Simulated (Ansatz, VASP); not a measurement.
# Two plane-wave programs on BiTe

File INCAR:

```
ALGO = Fast ; EDIFF = 1E-7
ENCUT = 520 ; GGA = PS
ISIF = 2 ; ISMEAR = 0
LASPH = T ; LCHARG = T
LELF = T ; LREAL = F
LVHAR = T ; LWAVE = F
NBANDS = 18 ; NELM = 80
PREC = Accurate ; SIGMA = 0.05
```

Contents of KPOINTS:

```
k-points
0
Gamma
  8 8 8
```

POSCAR

```
BiTe
1.0
    0.0000000000      3.5843358092      3.5843358092
    3.5843358092      0.0000000000      3.5843358092
    3.5843358092      3.5843358092      0.0000000000
Bi Te
1 1
Direct
    0.0000000000      0.0000000000      0.0000000000
    0.2500000000      0.2500000000      0.2500000000
```

Input for Ansatz:

```yaml
crystal:
  lattice:
    - [0.0, 3.5843358092, 3.5843358092]
    - [3.5843358092, 0.0, 3.5843358092]
    - [3.5843358092, 3.5843358092, 0.0]
  atoms:
    - { symbol: Bi, position: [0.0, 0.0, 0.0] }
    - { symbol: Te, position: [0.25, 0.25, 0.25] }
basis:
  ecutwfc: 420
  ecutrho_ratio: 4
kpoints:
  mp_grid: { grid: [8, 8, 8] }
hamiltonian:
  xc: pbesol
scf:
  occupations: { method: gaussian, width: 0.05 }
output:
  forces: true
  stress: true
  eigenvalues: true
```

Alike in both runs: task single point; functional PBEsol; k mesh 8 × 8 × 8; occupations gaussian, width 0.05 eV; no spin polarisation.

```csv
,VASP,Ansatz
version,VASP 6.6.1,Ansatz 0.2.0
potentials or method,"VASP PAW PBE potentials, release 64 (Bi_d, Te)","scalar-relativistic, plane waves, PAW"
plane-wave cutoff (eV),520,420
valence electrons in the cell,21,31
```

```tsv
	VASP	Ansatz	Ansatz less VASP
pressure (GPa)	-0.6	-0.6	+0.02
```

The two sets of potentials don't hold the same shells in valence.

Caveats: the PAW data sets were made with another functional, which shifts forces and pressure a little (VASP); spin-orbit coupling is left out, which moves the levels of the heavy elements.
